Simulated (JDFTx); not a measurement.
## Nb under changes of volume

One of the cells (18.922 Å³/atom); the others are scaled copies at fixed shape and fractional positions:

```
Nb
1.0
     0.00000    2.11500    2.11500
     2.11500    0.00000    2.11500
     2.11500    2.11500    0.00000
Nb
1
Direct
  0.00000 0.00000 0.00000
```

This isn't the form of Nb at room conditions, which is bcc.

```yaml
Program: JDFTx 1.7.0 (patched build)
Functional: PBE
Potentials_or_basis: PseudoDojo-SR-PBE-0.5-standard
Cutoff: 1116 eV
Density_cutoff: 4463 eV
k_mesh: 11 × 11 × 11
Occupations: fermi-dirac, width 0.05 eV
Spin: no spin polarisation
```

| volume (Å³/atom) | energy over the lowest point (meV/atom) | pressure (GPa) |
| --- | --- | --- |
| 17.786 | 25.64 | 9.4 |
| 18.165 | 8.20 | 5.3 |
| 18.543 | 0.00 | 1.7 |
| 18.922 | ? | ? |
| 19.300 | 7.85 | -4.7 |
| 19.679 | 22.34 | -7.4 |
| 20.057 | 42.92 | -9.8 |

Q: What does the run at 18.922 Å³/atom give?

A: Energy over the lowest point 0.15 meV/atom; pressure -1.7 GPa.

Worked out: A Birch-Murnaghan fit of order 3 (a polynomial in V^(-2/3)) to the other rows has its minimum at 18.72 Å³/atom with B0 = V·E''(V) = 166 GPa and B' = 4.1. It gives 0.17 meV/atom at 18.922 Å³/atom, against the run's 0.15, and -dE/dV = -1.7 GPa, against -1.7.

Energies are extrapolated to zero smearing.
